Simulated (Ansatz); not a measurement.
A trial cell of SiC2, before relaxation:

Space group P-6m2 (No. 187). a = 2.679 Å, b = 2.679 Å, c = 13.138 Å, α = 90.00°, β = 90.00°, γ = 120.00°
| atom | site | symmetry | x | y | z |
| --- | --- | --- | --- | --- | --- |
| Si | 2i | 3m. | 0.6667 | 0.3333 | 0.8333 |
| C | 2h | 3m. | 0.3333 | 0.6667 | 0.6667 |
| C | 1c | -6m2 | 0.3333 | 0.6667 | 0.0000 |
| C | 1f | -6m2 | 0.6667 | 0.3333 | 0.5000 |

The calculation used Ansatz, DFT PBE, scalar-relativistic, plane waves, PAW. Cutoff 420 eV, Gaussian smearing, Γ-centred meshes. Cell and atoms relax first on a coarse mesh and then on a finer one. In between, the cell is made exact in the group found at 0.06 Å. In metals the finer mesh still leaves noise of several meV/atom or more. The steps can't lower the symmetry of their start. No spin polarisation in the relaxation; trial moments died out in a coarse test.

A guess keeps its type if space group and coordination stay and the shape of the cell changes little (axis ratios within about 15 %, angles within 6°); the volume may change.

Task: Does it keep its structure type, or change into something else?

Result: It doesn't keep its type. The symmetry stays P-6m2 (No. 187). The volume per atom shrinks by 39.0 %, from 13.6 to 8.3 Å³. The shortest distance goes from 2.68 Å (C–C and Si–Si) to 1.84 Å (C–C). The ratio c/a of the conventional cell changes by a factor of 0.59. Counting neighbours within 15 % of an atom's shortest distance, the start has C 12, Si 12 and the end C 4/6, Si 3. In detail, at the end Si is surrounded by 3 C at 1.98 Å, 3 C at 2.34 Å and 1 Si at 2.42 Å; C on a site of symmetry 3m is surrounded by 3 C at 1.84 Å and 1 C at 1.96 Å; around C on a site of symmetry -6m2 lie 6 Si at 1.98 Å; 1 more site not described.

```yaml
crystal:
  lattice:
    - [2.70481, 0.00000, 0.00000]
    - [-1.35240, 2.34243, 0.00000]
    - [0.00000, 0.00000, 7.86367]
  atoms:
    - { symbol: Si, position: [0.66667, 0.33333, 0.84593] }
    - { symbol: Si, position: [0.66667, 0.33333, 0.15407] }
    - { symbol: C, position: [0.33333, 0.66667, 0.62451] }
    - { symbol: C, position: [0.33333, 0.66667, 0.00000] }
    - { symbol: C, position: [0.33333, 0.66667, 0.37549] }
    - { symbol: C, position: [0.66667, 0.33333, 0.50000] }
```

The last run used an 18×18×6 mesh (in the run's order of axes) for its 6-atom cell and Gaussian smearing of 0.10 eV. A structure relaxed within its symmetry needn't be a true minimum. Another cell of SiC2 relaxed alike, in P6/mmm, lies 1.59 eV/atom lower, so this cell isn't the stable form at this level.

In counts of neighbours, a slash parts the counts of unlike sites.
